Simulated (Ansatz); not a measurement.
What DFT gives for H

```
H
1.0
    -1.15285    1.15285    1.15285
     1.15285   -1.15285    1.15285
     1.15285    1.15285   -1.15285
H
1
Direct
  0.00000 0.00000 0.00000
```

Method: PBE, no spin polarisation; PAW, plane waves to 420 eV, 20×20×20 Γ-centred mesh, fermi-dirac occupations (width 0.1 eV) (Ansatz 0.2.0), atoms fixed.

Question: Is there a gap?

Answer: It is a metal, with about 0.2 states/eV a cell as the mean within 0.25 eV of the Fermi level, mostly H s (98 %).

Question: What does the stress say?

Answer: The pressure is -23.1 GPa (compression positive), so with the atoms held at these fractions the cell would first shrink.

Question: What do density and ELF say about some of the short contacts?

Answer: H–H at 2.00 Å: least valence density 0.12 e/Å³ and ELF 0.28 there. These are pseudo-fields; inside the PAW spheres they differ from the all-electron ones.

Origin: a known structure type with other elements, at an estimated volume, so it need not be a known compound. Caveats: atoms or cell far from equilibrium.
